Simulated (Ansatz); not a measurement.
A (001) slab of TaN (P-6m2 (No. 187)), 8 planes, outer planes N (top) and Ta (bottom), with 8 atoms (Ta4N4) in a surface cell of A = 7.538 Å², as cut from the bulk:

```
CELL_PARAMETERS angstrom
2.95018 0.00000 0.00000
-1.47509 2.55493 0.00000
0.00000 0.00000 25.14220
ATOMIC_POSITIONS crystal
Ta 0.33333 0.66667 0.29830
N 0.00000 0.00000 0.35593
Ta 0.33333 0.66667 0.41356
N 0.00000 0.00000 0.47119
Ta 0.33333 0.66667 0.52881
N 0.00000 0.00000 0.58644
Ta 0.33333 0.66667 0.64407
N 0.00000 0.00000 0.70170
```

The calculation used DFT PBE, scalar-relativistic, plane waves, PAW (Ansatz 0.2.0). Settings: cutoff 420 eV, Γ-centred mesh 12×12×1 on the computed 8-atom cell, Gaussian smearing of 0.10 eV; no spin polarisation. A dipole correction removes the field between periodic images along c.

Against the same 8 atoms in the bulk, the slab as cut lies 4.961 eV higher and the relaxed slab 3.474 eV higher.

(1) Work out the surface energy before and after relaxation.

(2) What is the ideal work of this cut, per area?

## Answers

(1) The slab has two faces, so γ = (E_slab − N·E_bulk)/(2A), the mean of both. As cut: 4.961/(2 × 7.538) = 0.3291 eV/Å², and 1 eV/Å² = 16.02 J/m², so γ = 5.27 J/m². Relaxed: 3.474/(2 × 7.538) = 0.2304 eV/Å² = 3.69 J/m². Relaxation recovers 30 % of the cost of cutting.

(2) Griffith's ideal work is 2γ: 10.54 J/m² if the new faces stay rigid, 7.38 J/m² if they relax. One thickness was run, 8 planes, so γ can still shift with it.

The reference crystal is a form of TaN, which isn't its usual structure.